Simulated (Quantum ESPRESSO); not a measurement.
Set up this calculation in Quantum ESPRESSO 7.5, as the native input.

```
Task                : band structure
Functional          : PBEsol
Potentials or basis : GBRV 1.5 PBEsol
Cutoff              : 612 eV
Density cutoff      : 4898 eV
k mesh              : 9 × 9 × 6
Occupations         : fermi-dirac, width 0.05 eV
Spin                : collinear spin, ferromagnetic start
Starting moments    : [4.0, 0.0, 0.0, 0.0, 0.0] μB
Mixing beta         : 0.3
Most SCF iterations : 120
SCF threshold       : 1e-09 Ry
```

MnH2O2 (Pyrochroite):

```
CELL_PARAMETERS angstrom
3.25000 0.00000 0.00000
-1.62500 2.81458 0.00000
0.00000 0.00000 4.48000
ATOMIC_POSITIONS crystal
Mn 0.00000 0.00000 0.00000
O 0.66667 0.33333 0.77400
O 0.33333 0.66667 0.22600
H 0.66667 0.33333 0.55400
H 0.33333 0.66667 0.44600
```

The input as run:

pw.in

```
&CONTROL
  calculation = 'scf'
  prefix = 'pwscf'
  outdir = './tmp'
  pseudo_dir = './pseudo'
  tprnfor = .true.
  tstress = .true.
  disk_io = 'low'
/
&SYSTEM
  ibrav = 0
  celldm(1) = 8
  nat = 5
  ntyp = 3
  ecutwfc = 45
  ecutrho = 360
  nbnd = 25
  occupations = 'smearing'
  smearing = 'fd'
  degauss = 0.00367493
  nspin = 2
  starting_magnetization(1) = 0.2667
  starting_magnetization(2) = 0
  starting_magnetization(3) = 0
/
&ELECTRONS
  conv_thr = 1d-09
  electron_maxstep = 120
  mixing_beta = 0.3
/
ATOMIC_SPECIES
Mn    54.9380 mn_pbesol_v1.5.uspp.F.UPF
O     15.9990 o_pbesol_v1.2.uspp.F.UPF
H      1.0080 h_pbesol_v1.4.uspp.F.UPF
CELL_PARAMETERS alat
  0.7677012381292   0.0000000000000   0.0000000000000
 -0.3838506190646   0.6648487747368   0.0000000000000
  0.0000000000000   0.0000000000000   1.0582466297904
ATOMIC_POSITIONS crystal
Mn     0.0000000000    0.0000000000    0.0000000000
O      0.6666666667    0.3333333333    0.7740000000
O      0.3333333333    0.6666666667    0.2260000000
H      0.6666666667    0.3333333333    0.5540000000
H      0.3333333333    0.6666666667    0.4460000000
K_POINTS automatic
9 9 6 0 0 0
```

bands.in

```
&CONTROL
  calculation = 'bands'
  prefix = 'pwscf'
  outdir = './tmp'
  pseudo_dir = './pseudo'
  disk_io = 'low'
  verbosity = 'high'
/
&SYSTEM
  ibrav = 0
  celldm(1) = 8
  nat = 5
  ntyp = 3
  ecutwfc = 45
  ecutrho = 360
  nbnd = 25
  occupations = 'smearing'
  smearing = 'fd'
  degauss = 0.00367493
  nspin = 2
  starting_magnetization(1) = 0.2667
  starting_magnetization(2) = 0
  starting_magnetization(3) = 0
/
&ELECTRONS
  conv_thr = 1d-08
  electron_maxstep = 120
  mixing_beta = 0.3
  diago_full_acc = .true.
  startingwfc = 'random'
/
ATOMIC_SPECIES
Mn    54.9380 mn_pbesol_v1.5.uspp.F.UPF
O     15.9990 o_pbesol_v1.2.uspp.F.UPF
H      1.0080 h_pbesol_v1.4.uspp.F.UPF
CELL_PARAMETERS alat
  0.7677012381292   0.0000000000000   0.0000000000000
 -0.3838506190646   0.6648487747368   0.0000000000000
  0.0000000000000   0.0000000000000   1.0582466297904
ATOMIC_POSITIONS crystal
Mn     0.0000000000    0.0000000000    0.0000000000
O      0.6666666667    0.3333333333    0.7740000000
O      0.3333333333    0.6666666667    0.2260000000
H      0.6666666667    0.3333333333    0.5540000000
H      0.3333333333    0.6666666667    0.4460000000
K_POINTS crystal
60
 0.0000000000  0.0000000000  0.0000000000 1
 0.0714285714  0.0000000000  0.0000000000 1
 0.1428571429  0.0000000000  0.0000000000 1
 0.2142857143  0.0000000000  0.0000000000 1
 0.2857142857  0.0000000000  0.0000000000 1
 0.3571428571  0.0000000000  0.0000000000 1
 0.4285714286  0.0000000000  0.0000000000 1
 0.5000000000  0.0000000000  0.0000000000 1
 0.4583333333  0.0833333333  0.0000000000 1
 0.4166666667  0.1666666667  0.0000000000 1
 0.3750000000  0.2500000000  0.0000000000 1
 0.3333333333  0.3333333333  0.0000000000 1
 0.2962962963  0.2962962963  0.0000000000 1
 0.2592592593  0.2592592593  0.0000000000 1
 0.2222222222  0.2222222222  0.0000000000 1
 0.1851851852  0.1851851852  0.0000000000 1
 0.1481481481  0.1481481481  0.0000000000 1
 0.1111111111  0.1111111111  0.0000000000 1
 0.0740740741  0.0740740741  0.0000000000 1
 0.0370370370  0.0370370370  0.0000000000 1
 0.0000000000  0.0000000000  0.0000000000 1
 0.0000000000  0.0000000000  0.1250000000 1
 0.0000000000  0.0000000000  0.2500000000 1
 0.0000000000  0.0000000000  0.3750000000 1
 0.0000000000  0.0000000000  0.5000000000 1
 0.0625000000  0.0000000000  0.5000000000 1
 0.1250000000  0.0000000000  0.5000000000 1
 0.1875000000  0.0000000000  0.5000000000 1
 0.2500000000  0.0000000000  0.5000000000 1
 0.3125000000  0.0000000000  0.5000000000 1
 0.3750000000  0.0000000000  0.5000000000 1
 0.4375000000  0.0000000000  0.5000000000 1
 0.5000000000  0.0000000000  0.5000000000 1
 0.4583333333  0.0833333333  0.5000000000 1
 0.4166666667  0.1666666667  0.5000000000 1
 0.3750000000  0.2500000000  0.5000000000 1
 0.3333333333  0.3333333333  0.5000000000 1
 0.3000000000  0.3000000000  0.5000000000 1
 0.2666666667  0.2666666667  0.5000000000 1
 0.2333333333  0.2333333333  0.5000000000 1
 0.2000000000  0.2000000000  0.5000000000 1
 0.1666666667  0.1666666667  0.5000000000 1
 0.1333333333  0.1333333333  0.5000000000 1
 0.1000000000  0.1000000000  0.5000000000 1
 0.0666666667  0.0666666667  0.5000000000 1
 0.0333333333  0.0333333333  0.5000000000 1
 0.0000000000  0.0000000000  0.5000000000 1
 0.5000000000  0.0000000000  0.5000000000 1
 0.5000000000  0.0000000000  0.4000000000 1
 0.5000000000  0.0000000000  0.3000000000 1
 0.5000000000  0.0000000000  0.2000000000 1
 0.5000000000  0.0000000000  0.1000000000 1
 0.5000000000  0.0000000000  0.0000000000 1
 0.3333333333  0.3333333333  0.0000000000 1
 0.3333333333  0.3333333333  0.0833333333 1
 0.3333333333  0.3333333333  0.1666666667 1
 0.3333333333  0.3333333333  0.2500000000 1
 0.3333333333  0.3333333333  0.3333333333 1
 0.3333333333  0.3333333333  0.4166666667 1
 0.3333333333  0.3333333333  0.5000000000 1
```

Potentials or basis: GBRV 1.5 PBEsol.

Command:

```sh
$ OMP_NUM_THREADS=1 mpirun -n 2 pw.x -nk 2 -in pw.in > pw.out
$ OMP_NUM_THREADS=1 mpirun -n 2 pw.x -nk 2 -in bands.in > bands.out
```

It gave:

| Property | Result |
| --- | --- |
| Pressure | 7.4 GPa |
| Largest force | 0.480 eV/Å |
| Band gap on the k mesh | 0.13 eV, indirect (least direct gap 0.31 eV) |
| Band gap along the path | 0.13 eV, indirect (least direct gap 0.31 eV) |
| Net moment | 5.00 μB per cell |
| Absolute moment | 5.00 μB per cell |
| Site moments | Mn +4.10; O +0.05; H +0.01 μB |
| Valence electrons inside the program's atomic spheres | Mn 12.43; O 2.01; H 0.40 |

Caveat: a cell with one magnetic atom can't hold antiferromagnetic order, which such compounds often take.

It took 77 s on 2 MPI ranks on Arm Neoverse V1, on a shared host, peak memory 0.34 GiB a rank.
